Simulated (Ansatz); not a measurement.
**MoP: the relaxed cell by functional**

The starting cell is an entry of the Crystallography Open Database (1963):

```
Mo P
1.0
     3.22300    0.00000    0.00000
    -1.61150    2.79120    0.00000
     0.00000    0.00000    3.19100
Mo P
1 1
Direct
  0.00000 0.00000 0.00000
  0.33333 0.66667 0.50000
```

Atoms and cell were relaxed at zero pressure with plane-wave PAW DFT (Ansatz 0.2.0; one set of PAW datasets, made under PBE, for all functionals; 420 eV, r2SCAN 500 eV; 11×11×10 Γ-centred mesh, fermi-dirac occupations of width 0.100 eV; no spin polarisation, no spin-orbit coupling, no dispersion correction), keeping the symmetry (P-6m2, No. 187).

How do the functionals compare with each other and with the entry?

The relaxed conventional cells:

```tsv
functional	a (Å)	c (Å)	volume (Å³/atom)	formation energy (eV/atom)
LDA	3.192	3.156	13.93	-0.783
PBEsol	3.208	3.173	14.14	-0.765
PBE	3.242	3.194	14.54	-0.685
r2SCAN	3.236	3.181	14.42	-0.709
the entry	3.223	3.191	14.35	–
```

LDA gives the smallest volume and PBE the largest, 4.4 % more, the usual order, since LDA overbinds and PBE's gradient terms loosen the lattice. Against the entry's volume: LDA -3.0 %, PBEsol -1.5 %, PBE +1.3 %, r2SCAN +0.5 %. No verdict is drawn from this: the entry is old or was flagged in a check, so the entry may be off as well as the functionals. The formation energies span 0.10 eV an atom, lowest under LDA.

Caveats: each relaxation keeps the start's symmetry, so a distorted cell may lie lower; computed cells are at 0 K with fixed nuclei, while the entry holds thermal expansion, often some tenths of a per cent in volume and more in soft crystals; formation energies are at zero smearing against the elements' usual phases under the same functional, gases as free molecules, uncorrected.
